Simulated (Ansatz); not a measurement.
# Cu2O: the cost of one run

Method: DFT LDA, scalar-relativistic, plane waves, PAW, and further levels as typed in the inputs, in Ansatz 0.2.0.

## Step 1: The structure to begin with

The structure is cubic, space group Pn-3m (No. 224). Conventional cell: a = 4.269 Å, b = 4.269 Å, c = 4.269 Å, α = 90.00°, β = 90.00°, γ = 90.00°. Cu (site symmetry -3m) is surrounded by 2 O at 1.85 Å. Around O (site symmetry -43m) lie 4 Cu at 1.85 Å.

Structure file:

```xyz
6
Lattice="4.2685 0.0000 0.0000 0.0000 4.2685 0.0000 0.0000 0.0000 4.2685" Properties=species:S:1:pos:R:3 pbc="T T T"
Cu    1.0671    1.0671    1.0671
Cu    1.0671    3.2014    3.2014
Cu    3.2014    3.2014    1.0671
Cu    3.2014    1.0671    3.2014
O     0.0000    0.0000    0.0000
O     2.1343    2.1343    2.1343
```

The structure rests on an entry of the Crystallography Open Database; cell or positions may have been set otherwise for this series.

## Step 2: Single point: Cu2O, no spin

File input.yaml:

```yaml
crystal:
  lattice:
    - [4.2685, 0.0, 0.0]
    - [0.0, 4.2685, 0.0]
    - [0.0, 0.0, 4.2685]
  atoms:
    - { symbol: Cu, position: [0.25, 0.25, 0.25] }
    - { symbol: Cu, position: [0.25, 0.75, 0.75] }
    - { symbol: Cu, position: [0.75, 0.75, 0.25] }
    - { symbol: Cu, position: [0.75, 0.25, 0.75] }
    - { symbol: O, position: [0.0, 0.0, 0.0] }
    - { symbol: O, position: [0.5, 0.5, 0.5] }
scf:
  occupations: { method: fixed }
output:
  forces: false
  stress: false
  eigenvalues: true
  eigenstates:
    kpoints:
      - [0, 0, 0]
      - [0.03, 0.0, 0.0]
      - [0.06, 0.0, 0.0]
      - [0.03, 0.03, 0.0]
      - [0.06, 0.06, 0.0]
      - [0.03, 0.03, 0.03]
      - [0.06, 0.06, 0.06]
    e_range: [-3, 5]
  write_density: true
  write_potential: true
  elf: true
  volumetric_format: npy
kpoints:
  mp_grid: { grid: [6, 6, 6] }
hamiltonian:
  xc: lda
  pseudopotentials: { kind: paw, azcp: { folder: soft_1 } }
```

Started as:

```sh
> ansatz run input.yaml --threads 4 --pin off --max-ram 12288MiB --backend cpu --events-out ev --progress --plain --runs-dir out
```

**Question.** How long does this run take on 4 threads of Intel Xeon Platinum 8175M at 2.50GHz (Skylake/Cascade Lake), shared host, and how much memory does it need?

About 2.2 s, with a peak of 0.47 GiB.
